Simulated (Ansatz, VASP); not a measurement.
One calculation of Al8H, two programs

Contents of INCAR:

```
SYSTEM = Al8H
ALGO = Fast
DIPOL = 0.5 0.5 0.291
EDIFF = 1E-6
ENCUT = 520
GGA = PE
IDIPOL = 3
ISIF = 2
ISMEAR = 0
LASPH = .True.
LCHARG = .False.
LDIPOL = .True.
LREAL = Auto
LWAVE = .False.
NBANDS = 40
NELM = 100
PREC = Accurate
SIGMA = 0.1
```

KPOINTS

```
k-points
0
Gamma
  5 4 1
  0 0 0
```

File POSCAR:

```
Al8H
1.0
    5.7143028096      0.0000000000      0.0000000000
    0.0000000000      8.0812445328      0.0000000000
    0.0000000000      0.0000000000     22.2437981863
Al H
16 2
Direct
    0.2500000000      0.2500000000      0.1798254042
    0.2500000000      0.7500000000      0.1798254042
    0.7500000000      0.2500000000      0.1798254042
    0.7500000000      0.7500000000      0.1798254042
    0.0000000000      0.0000000000      0.2440489550
    0.0000000000      0.5000000000      0.2440489550
    0.5000000000      0.0000000000      0.2440489550
    0.5000000000      0.5000000000      0.2440489550
    0.2500000000      0.2500000000      0.3102692916
    0.2500000000      0.7500000000      0.3102692916
    0.7500000000      0.2500000000      0.3102692916
    0.7500000000      0.7500000000      0.3102692916
    0.0000000000      0.0000000000      0.3706110853
    0.0000000000      0.5000000000      0.3706110853
    0.5000000000      0.0000000000      0.3706110853
    0.5000000000      0.5000000000      0.3706110853
    0.7500000000     -0.0402165779      0.4052274756
    0.7500000000      0.0402165779      0.4052274756
```

Input for Ansatz:

```yaml
crystal:
  lattice:
    - [5.7143028096, 0.0, 0.0]
    - [0.0, 8.0812445328, 0.0]
    - [0.0, 0.0, 22.2437981863]
  atoms:
    - { symbol: Al, position: [0.25, 0.25, 0.1798254042] }
    - { symbol: Al, position: [0.25, 0.75, 0.1798254042] }
    - { symbol: Al, position: [0.75, 0.25, 0.1798254042] }
    - { symbol: Al, position: [0.75, 0.75, 0.1798254042] }
    - { symbol: Al, position: [0.0, 0.0, 0.244048955] }
    - { symbol: Al, position: [0.0, 0.5, 0.244048955] }
    - { symbol: Al, position: [0.5, 0.0, 0.244048955] }
    - { symbol: Al, position: [0.5, 0.5, 0.244048955] }
    - { symbol: Al, position: [0.25, 0.25, 0.3102692916] }
    - { symbol: Al, position: [0.25, 0.75, 0.3102692916] }
    - { symbol: Al, position: [0.75, 0.25, 0.3102692916] }
    - { symbol: Al, position: [0.75, 0.75, 0.3102692916] }
    - { symbol: Al, position: [0.0, 0.0, 0.3706110853] }
    - { symbol: Al, position: [0.0, 0.5, 0.3706110853] }
    - { symbol: Al, position: [0.5, 0.0, 0.3706110853] }
    - { symbol: Al, position: [0.5, 0.5, 0.3706110853] }
    - { symbol: H, position: [0.75, -0.0402165779, 0.4052274756] }
    - { symbol: H, position: [0.75, 0.0402165779, 0.4052274756] }
basis:
  ecutwfc: 420
kpoints:
  mp_grid: { grid: [5, 4, 1] }
hamiltonian:
  xc: pbe
scf:
  occupations: { method: gaussian, width: 0.1 }
output:
  forces: true
  eigenvalues: true
efield:
  axis: 3
  dipole_correction: true
  ramp_width: 0.04
```

Alike in both runs: task single point; functional PBE; k mesh 5 × 4 × 1; occupations gaussian, width 0.1 eV; no spin polarisation.

```csv
,VASP,Ansatz
version,VASP 6.6.1,Ansatz 0.2.0
potentials or method,"VASP PAW PBE potentials, release 64 (Al, H)","scalar-relativistic, plane waves, PAW"
plane-wave cutoff (eV),520,420
valence electrons in the cell,50,50
```

Ansatz gave:

```
gap on the k mesh at the Fermi level (eV) : none
rms of the force components (eV/Å)        : 1.811
```

**Question.** Estimate VASP's values.

**Answer.** gap on the k mesh at the Fermi level (eV): none; rms of the force components (eV/Å): 1.819.

Atom by atom the forces differ by 0.011 eV/Å (rms over components). A gap of «none» marks a metal or a gap that the smearing closes. The functional is the same, so the differences come from potentials, cutoffs and numerics.
